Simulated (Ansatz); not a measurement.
LiF built on the CsCl prototype, relaxed with r2SCAN in the PAW code Ansatz. It is cubic, Pm-3m (No. 221); conventional cell a = 2.516 Å, 7.97 Å³ an atom. Li has 8 F at 2.18 Å; F has 8 Li at 2.18 Å.

The axes x, y and z are those of this cell:
```
Li F
1.0
     2.51626    0.00000    0.00000
     0.00000    2.51626    0.00000
     0.00000    0.00000    2.51626
Li F
1 1
Direct
  0.00000 0.00000 0.00000
  0.50000 0.50000 0.50000
```

Unstrained: The PBE gap is indirect, 7.935 eV (M to Γ), below the direct gap of 8.655 eV at Γ. The r2SCAN gap is indirect, 8.910 eV (M to Γ), below the direct gap of 9.643 eV at Γ. With HSE06 the valence top lies at M and the conduction bottom at Γ, 10.167 eV higher; the smallest vertical gap, at Γ, is 10.927 eV. Meshes: PBE 10×10×10, r2SCAN 10×10×10, HSE06 8×8×8. Strains are changes of length per length. After each strain the atoms were relaxed again with r2SCAN within the symmetry that the strain leaves, so tilts or polar shifts that break it weren't tested; points keep the names that they have in the unstrained zone. No spin polarisation. The prototype was imposed, so other structures may be more stable.

Q: Estimate what biaxial +4.89 % in x and y, z held does to the gap.

A: PBE: the gap goes from 7.935 to 6.907 eV (-1.028 eV). r2SCAN: the gap goes from 8.910 to 7.847 eV (-1.063 eV). HSE06: the gap goes from 10.167 to 9.090 eV (-1.077 eV). The r2SCAN energy rises by 27.3 meV an atom.

Q: One strain changed the r2SCAN stress by xx -3.43, yy +0.35, zz +0.35 GPa (compression positive) and the gap by -0.137 eV (PBE), -0.141 eV (r2SCAN), -0.143 eV (HSE06). Which kind of strain was it, and roughly how large?

A: Uniaxial +1.23 % along x, other directions held. The pattern of the stress gives the kind; the size needs the stiffness, so it is an estimate.

The meshes of the hybrids are coarse, so their gaps aren't converged to the digits shown.
